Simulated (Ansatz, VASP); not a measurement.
# One calculation of GaAs, two programs

File INCAR:

```
ALGO     = Normal         # electronic algorithm
EDIFF    = 1E-6           # SCF threshold, eV
EDIFFG   = -0.005         # ionic threshold
ENCUT    = 600            # plane-wave cutoff, eV
GGA      = PE             # functional
IBRION   = 2              # ionic algorithm
ISIF     = 3              # what is computed and relaxed
ISMEAR   = 0              # smearing method
LASPH    = T              # aspherical terms in the spheres
LCHARG   = F              # write CHGCAR
LREAL    = F              # projectors in reciprocal space
LWAVE    = F              # write WAVECAR
NELM     = 100            # most SCF steps
NSW      = 100            # ionic steps
PREC     = Accurate       # precision mode
SIGMA    = 0.01           # smearing width, eV
```

Contents of KPOINTS:

```
k-points
0
Gamma
  12 12 12
```

The input POSCAR:

```
GaAs
1.0
    0.0000000000      2.8602147089      2.8602147089
    2.8602147089      0.0000000000      2.8602147089
    2.8602147089      2.8602147089      0.0000000000
Ga As
1 1
Direct
    0.0000000000      0.0000000000      0.0000000000
    0.2500000000      0.2500000000      0.2500000000
```

Input for Ansatz:

```yaml
crystal:
  lattice:
    - [0.0, 2.8602147089, 2.8602147089]
    - [2.8602147089, 0.0, 2.8602147089]
    - [2.8602147089, 2.8602147089, 0.0]
  atoms:
    - { symbol: Ga, position: [0.0, 0.0, 0.0] }
    - { symbol: As, position: [0.25, 0.25, 0.25] }
basis:
  ecutwfc: 420
kpoints:
  mp_grid: { grid: [12, 12, 12] }
hamiltonian:
  xc: pbe
scf:
  occupations: { method: gaussian, width: 0.01 }
output:
  forces: true
  stress: true
  eigenvalues: true
relax:
  adjacent_minimum: "off"
  f_tol: 0.005
  max_steps: 80
  cell: { stress_tol: 0.05 }
```

Alike in both runs: task relaxation of cell and atoms; functional PBE; k mesh 12 × 12 × 12; occupations gaussian, width 0.01 eV; no spin polarisation.

```csv
,VASP,Ansatz
version,VASP 6.6.1,Ansatz 0.2.0
potentials or method,"VASP PAW PBE potentials, release 64 (Ga_d, As)","scalar-relativistic, plane waves, PAW"
plane-wave cutoff (eV),600,420
valence electrons in the cell,18,28
```

Ansatz gave:

| Item | Value |
| --- | --- |
| gap on the k mesh at the Fermi level, each at its own relaxed structure (eV) | 0.16 |
| relaxed volume (Å³/atom) | 23.71 |
| relaxed cell length with the largest relative difference (Å) | 4.063 |
| energy change over the relaxation (meV/atom) | -1 |

Problem. What did VASP give for the same quantities?

Solution. gap on the k mesh at the Fermi level, each at its own relaxed structure (eV): 0.14; relaxed volume (Å³/atom): 23.77; relaxed cell length with the largest relative difference (Å): 4.066; energy change over the relaxation (meV/atom): -1.

The two sets of potentials don't hold the same shells in valence.

PBE usually gives volumes a little too large and moduli too small. Zero-point motion and thermal expansion aren't in these numbers.
